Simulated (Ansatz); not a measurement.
An Ansatz input:

```yaml
crystal:
  lattice:
    - [2.8160622401, 0.0, 0.0]
    - [0.0, 2.8160622401, 0.0]
    - [0.0, 0.0, 2.8160622401]
  atoms:
    - { symbol: Co, position: [0.0, 0.0, 0.0], spin: 0.815 }
    - { symbol: Co, position: [0.5, 0.5, 0.5], spin: -0.815 }
hamiltonian:
  xc: blyp
  pseudopotentials:
    kind: paw
    azcp:
      Co: "pseudopotentials/Co.paw.azcp"
basis:
  ecutwfc: 420
  fft_grid_basis: typed
kpoints:
  mp_grid: { grid: [18, 18, 18], shift: [0, 0, 0] }
magnetization:
  spin_polarized: true
scf:
  occupations: { method: fermi_dirac, width: 0.05 }
```

and its output:

```
Engine: ansatz 0.2.0, aarch64-unknown-linux-gnu
Pseudopotentials: kind: paw
Pseudopotential: Co, paw, valence charge 17, recommended cutoff 420 eV (normal) 
Functional definition: BLYP
  parameter beta = 0.0042
  parameter a = 0.04918
  parameter b = 0.132
  parameter c = 0.2533
  parameter d = 0.349
  exchange = b88_x(beta = beta)
  correlation = lyp_c(a = a, b = b, c = c, d = d)
Crystal: 2 atoms, lattice volume = 22.332 Å³
Basis set: ecut = 420 eV, 461 PW (Γ), exchange–correlation on 40×40×40 points (8 copies of the dense FFT grid, shifted against one another)
Bands: 22, of which v1, the nominal top of the filled ones, is band 17 counted from 1 (16 counted from 0)
Symmetry: 48 space group operations
Space group: Pm-3m (ITA 221), of the structure as read, at distance tolerance 2.8e-5 Å
Magnetic group: BNS 221.97 (UNI 1599), of the structure as read, at distance tolerance 2.8e-5 Å
k-points: 220 of 5832
Non-local potential: Co, projectors of the file, l = 0: 3, l = 1: 2, l = 2: 3, l = 3: 1
PAW form: soft (Blöchl's): semilocal exchange-correlation on the pseudo side does not see the compensation charge
PAW frozen core: Co, regenerated for the run's functional, and the local potential with it (the file was generated under x = pbe(κ = 0.804, μ = 0.2195149727645171), c = pbe(β = 0.06672455060314922))
PAW one-centre angular grid: Co, 590 points (default); XC on 64 Gauss nodes
Initial density: superposition of atomic densities (chi_scale 0.1, normalization cell)
Starting moments: Σ|m| = 1.63 μB on 2 of 2 sites
Starting magnetic order: antiferromagnet; a translation exchanges its spin sublattices: spin-degenerate at every k-point
Initial wavefunctions: pseudopotential atomic-orbital guess
Functional: x = b88, c = lyp
SCF iter   1: F=—  HF=-10266.393482 eV  |F-HF|=—  |Δ(HF+E_count)|=         —  Δρ=7.11e-2 (↑7.11e-2 ↓7.11e-2)  dr2=1.16e0  dr2_m=5.61e-1  M=0.000 μB ∫|m|=2.164 μB  β_m=0.30  ethr=3.10e-3  ⟨swp⟩=4.9  Hψ=18104  notcnv=0
Mixer restart at iter 1: flushing history
...
SCF iter   2: F=-10268.344717 eV  HF=-10268.344717 eV  |F-HF|=1.77e-8  |Δ(HF+E_count)|=  8.37e-10  Δρ=8.37e-6 (↑8.37e-6 ↓2.00e-6)  dr2=1.95e-8  dr2_m=2.12e-9  M=-3.434 μB ∫|m|=3.698 μB  ethr=4.01e-12  ⟨swp⟩=2.5  Hψ=19494  notcnv=0
SCF 4 converged in 2 iterations: F = -10268.344717 eV  dr2 = 1.95e-8
WARN: the starting moments were not kept: 1 of 2 ended reversed and 1 kept their direction, counting a site from 0.1 of the cell's largest site moment. The largest reversed, site 0 (counted from 0, in the order of the report's site_moments_mub), started with +0.815 μB and closes at -1.8e0 μB in its sphere. The starting moments cancel, and the net magnetisation is 3.5e0 μB in size, over 0.1 of its absolute magnetisation of 3.6e0 μB. The SCF closed on another magnetic arrangement than the starting moments describe; that does not show which of the two is lower. This SCF took its magnetisation from a saved state (the deck's checkpoint.read, a session's seed or a resume), or from the single point or search that the run made first, and not from the starting moments. Where the run's atoms have moved since that state, how it is taken is a key of its own (checkpoint.density_extrapolation: follow_atoms, where typed, takes the whole of its magnetisation to them with its atoms, but for some exceptions; the density_extrapolation keyword of a session's seed is the same key). To be rid of a resumed run's state, run its deck in a fresh run directory. To be rid of the state of a single point that the run made first, give starting moments in the input or, where a deck that gives them still makes one, type scf.lower_state_search: off. To try another start, run it without that state.
at 1 of the mixer's solves, all of them in the SCFs whose states led to this one, it left a direction of its history that read negative out of its fit and stepped the other way along it
SCF converged after 2 iterations
Magnetization: -3.4340 μB (15.2830 up, 18.7170 down)
Absolute magnetization: 3.6984 μB (∫|ρ↑−ρ↓|, with the PAW one-centre terms)
Spin contamination: 0.0553 ħ² per cell (⟨S²⟩ above its minimum at these occupations)
Per-site moments (μB) at R_I (Å): [(-1.7781389613574938, 1.0059973434079441), (-1.7781000295933178, 1.0059973434079441)]
Free energy (F): -10268.344717 eV
Harris-Foulkes:  -10268.344717 eV  (|F-HF|=1.77e-8)
Internal energy: -10268.319053 eV  (E = F + TS)
E sigma→0 (E₀):  -10268.331885 eV
Entropy (-TS):   -0.025664 eV (-12.832 meV/atom)
Fermi energy:    18.833951 eV
--- Per-component energies (eV) ---
  E_band       = -490.890084
  E_kinetic    = 906.594313
  E_local      = -5753.696557  (includes V_loc(G=0)·N_el)
  E_nonlocal   = 908.724330
  E_hartree    = 2415.539060
  E_xc         = -314.319684
  E_vxc        = -404.242606  (∫ρ·V_xc dr)
  E_paw        = -3053.218042  (= ΣΔE_a)
  E_vpaw       = -979.348823  (= ΣTr[D̂ρ^β])
  E_aug_tail   = 0.000142  (compensation charges beyond the density's cutoff)
  E_ewald      = -5377.956795
  E_core_change = 0.014181  (= ΣΔE_core)
  E_smearing   = -0.025664  (= −TS)
  E_closure    = -0.000000  (closes the sum)
  Σ components = -10268.344717   (vs F -10268.344717, Δ=0.00e0)
--- Band table (eV; the first three rows and the last of 440) ---
  k-point 0 ↑: bands = ["-75.2371", "-75.1375", "-38.7008", "-38.7008", "-38.7008", "-38.4636", "-38.4636", "-38.4636", "9.8461", "15.1224", "15.1224", "17.3139", "17.3139", "17.3139", "19.1700", "19.1700", "19.7260", "19.7260", "19.7260", "28.2702", "28.2702", "28.2702"]
  k-point 1 ↑: bands = ["-75.2361", "-75.1382", "-38.7005", "-38.6989", "-38.6989", "-38.4669", "-38.4653", "-38.4653", "9.9104", "15.1439", "15.1517", "17.3123", "17.3123", "17.3315", "19.1390", "19.1820", "19.6661", "19.6661", "19.7070", "27.8402", "28.3980", "28.3980"]
  k-point 2 ↑: bands = ["-75.2336", "-75.1401", "-38.6994", "-38.6933", "-38.6933", "-38.4766", "-38.4703", "-38.4703", "10.1021", "15.2033", "15.2387", "17.3087", "17.3087", "17.3838", "19.0469", "19.2169", "19.4986", "19.4986", "19.6506", "26.8024", "28.7690", "28.7690"]
  k-point 219 ↓: bands = ["-77.3380", "-77.3380", "-40.7152", "-40.7152", "-40.7152", "-40.7151", "-40.7151", "-40.7151", "15.0318", "15.0318", "15.0318", "15.0318", "15.0318", "15.0318", "17.1198", "17.1198", "17.1198", "17.1198", "26.7700", "26.7700", "26.7700", "26.7700"]
```
